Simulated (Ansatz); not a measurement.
Write a Python script for the Ansatz DFT code, driven from Python that makes a calculation of the dielectric tensor and Born charges of PbSe, space group Fm-3m. Settings: PBEsol, PAW, cutoff 510 eV, 6×6×6 k-points, fixed occupations.

Input file `pbse.cif`:
```cif
data_PbSe
_cell_length_a 4.328413
_cell_length_b 4.328413
_cell_length_c 4.328413
_cell_angle_alpha 60.00000
_cell_angle_beta 60.00000
_cell_angle_gamma 60.00000
_symmetry_space_group_name_H-M 'P 1'
_symmetry_Int_Tables_number 1
loop_
_symmetry_equiv_pos_as_xyz
'x, y, z'
loop_
_atom_site_label
_atom_site_type_symbol
_atom_site_fract_x
_atom_site_fract_y
_atom_site_fract_z
Pb1 Pb    0.000000    0.000000    0.000000
Se2 Se    0.500000    0.500000    0.500000
```

`run_eps.py`:
```python
# -*- coding: utf-8 -*-
'''Response of PbSe to an electric field.'''

import warnings

import ansatz as az
from ase.io import read
import numpy as np

warnings.simplefilter('ignore', az.DeckWarning)

atoms = read('pbse.cif')
pbse = az.Crystal.from_ase(atoms)

# an insulator: whole occupations
calc = (
    pbse.calculation()
    .functional(az.Functional.PBESOL)
    .basis(510)
    .kpoints(6, 6, 6)
    .occupations('fixed')
    .dielectric()
)
result = calc.run(threads=1, pin='off')
response = result.dielectric
eps = np.asarray(response.eps_inf)

print(f'mean eps_inf {np.trace(eps) / 3:.3f}, fraction of exact exchange 1/eps = {3 / np.trace(eps):.3f}')
print(np.array2string(eps, precision=3, suppress_small=True))
for index, (site, z) in enumerate(zip(result.lattice.sites, response.zstar_e)):
    print('Born charge tensor of', site.symbol, index)
    print(np.round(z, 3) + 0.0)
print(f'charge neutrality missed by {response.zstar_sum_residual_pre_e:.4f} e before the sum rule')
```

Running `python run_eps.py` prints:
```text
mean eps_inf 24.303, fraction of exact exchange 1/eps = 0.041
[[24.303  0.    -0.   ]
 [-0.    24.303 -0.   ]
 [-0.    -0.    24.303]]
Born charge tensor of Pb 0
[[4.842 0.    0.   ]
 [0.    4.842 0.   ]
 [0.    0.    4.842]]
Born charge tensor of Se 1
[[-4.842  0.     0.   ]
 [ 0.    -4.842  0.   ]
 [ 0.     0.    -4.842]]
charge neutrality missed by 0.0002 e before the sum rule
```

Caveats:
- The Fermi level of a run with fixed occupations marks the highest occupied state on its mesh, not mid-gap.
- Pressure is positive in compression.
- Spin-orbit coupling, which matters for elements this heavy, is left out.
- The structure is a deposited one; some such entries were measured under pressure or heat, so a shift against it needn't be the functional's error alone.
- This is the electronic (clamped-ion) response; a semilocal gap that is too small tends to raise it. The typed mesh is that of the SCF; the response is solved on denser meshes that the run picks.
- Hardware and time: 66 s on 1 thread of Arm Neoverse V2, with other jobs on the host, peak memory 0.79 GiB.
